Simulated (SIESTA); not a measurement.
The system is Zn.

```
CELL_PARAMETERS angstrom
2.71765 0.00000 0.00000
-0.90588 2.56223 0.00000
-0.90588 -1.28111 2.21895
ATOMIC_POSITIONS crystal
Zn 0.00000 0.00000 0.00000
```

This isn't the form of Zn at room conditions, which is hcp.

* Program: SIESTA 5.4.2
* Task: relaxation of cell and atoms
* Functional: vdW-DF2
* Potentials or basis: PseudoDojo 0.4 standard (PBE files)
* Basis: DZP (energy shift 0.02 Ry)
* Grid cutoff: 800 Ry
* Energy shift: 0.02 Ry
* k mesh: 12 × 12 × 12
* Occupations: fermi-dirac, width 0.05 eV
* Spin: no spin polarisation

At the start: pressure -23.9 GPa; volume 15.45 Å³/atom.

Question: Where does the relaxation end?

Answer: Over 8 steps the energy falls by 388.9 meV/atom and the volume is 12.00 Å³/atom (-22.3 %); space group Im-3m (No. 229, to 0.05 Å).

Step by step:
```
step  energy change (eV)  largest force (eV/Å)  pressure (GPa)  volume (Å³)
   1              0.0000                0.0000          -23.94        15.45
   2             -0.2110                0.0000          -21.38        14.00
   3              0.4647                0.0000          127.30         9.20
   4             -0.3438                0.0000          -12.89        12.85
   5             -0.3803                0.0000           -7.41        12.33
   6             -0.3848                0.0000            4.86        11.72
   7             -0.3888                0.0000            0.94        11.95
   8             -0.3889                0.0000            0.32        12.00
```

Final structure:
```cif
data_structure
_symmetry_space_group_name_H-M 'P 1'
_symmetry_Int_Tables_number 1
_cell_length_a 2.4981
_cell_length_b 2.4981
_cell_length_c 2.4981
_cell_angle_alpha 109.464
_cell_angle_beta 109.464
_cell_angle_gamma 109.464
_cell_volume 12.00
loop_
_atom_site_label
_atom_site_type_symbol
_atom_site_fract_x
_atom_site_fract_y
_atom_site_fract_z
_atom_site_occupancy
Zn1 Zn 0.00000 0.00000 0.00000 1
```

Caveat: semicore shells carry a single zeta, which can move pressures by several GPa and volumes by a few percent; the volume moved by over 15 % at a fixed basis, so the end points are rough; the potentials were made for another functional, which shifts forces and pressure; the basis of atomic orbitals isn't converged, which shifts pressures, moduli and gaps.
